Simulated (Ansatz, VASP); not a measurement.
## BN: VASP beside Ansatz

The input INCAR:

```
PREC = Accurate
ENCUT = 520
EDIFF = 1E-6
ISMEAR = 0
SIGMA = 0.05
LREAL = F
LASPH = T
NELM = 100
ALGO = Normal
ISIF = 2
LWAVE = F
LCHARG = T
GGA = PE
IVDW = 12
LELF = T
LVHAR = T
NBANDS = 11
```

KPOINTS

```
regular mesh
0
Gamma
  12 12 12
```

POSCAR

```
BN
1.0
    0.0000000000      3.4953158300      2.1011085028
    1.2516321000      0.0000000000      2.1011085028
    1.2516321000      3.4953158300      0.0000000000
B N
1 1
Direct
    0.0000486500      0.0000486500      0.9999513500
    0.6666513400      0.6666513400      0.3333486600
```

Input for Ansatz:

```yaml
crystal:
  lattice:
    - [0.0, 3.49531583, 2.1011085028]
    - [1.2516321, 0.0, 2.1011085028]
    - [1.2516321, 3.49531583, 0.0]
  atoms:
    - { symbol: B, position: [4.865e-05, 4.865e-05, 0.99995135] }
    - { symbol: "N", position: [0.66665134, 0.66665134, 0.33334866] }
basis:
  ecutwfc: 420
kpoints:
  mp_grid: { grid: [12, 12, 12] }
hamiltonian:
  xc: pbe
  dispersion: d3bj
scf:
  occupations: { method: gaussian, width: 0.05 }
output:
  forces: true
  stress: true
  eigenvalues: true
```

Change from the starting cell: strain +0.000 along x and y, -0.030 along z, atoms carried along.

Alike in both runs: task single point; functional PBE; dispersion D3(BJ); k mesh 12 × 12 × 12; occupations gaussian, width 0.05 eV; no spin polarisation.

|  | VASP | Ansatz |
| --- | --- | --- |
| version | VASP 6.6.1 | Ansatz 0.2.0 |
| potentials or method | VASP PAW PBE potentials, release 64 (B, N) | scalar-relativistic, plane waves, PAW |
| plane-wave cutoff (eV) | 520 | 420 |
| valence electrons in the cell | 8 | 8 |

Ansatz gave:

| Quantity | Value |
| --- | --- |
| gap on the k mesh at the Fermi level (eV) | 4.08 |
| least direct gap on the mesh (eV) | 4.66 |
| pressure (GPa) | 12.2 |
| largest component of the traceless stress (GPa) | 18.64 |
| rms of the force components (eV/Å) | 0.315 |

Task: Estimate VASP's values.

Result: gap on the k mesh at the Fermi level (eV): 4.07; least direct gap on the mesh (eV): 4.66; pressure (GPa): 12.3; largest component of the traceless stress (GPa): 18.78; rms of the force components (eV/Å): 0.314.

Atom by atom the forces differ by 0.000 eV/Å (rms over components).

A k mesh can miss the band edges.
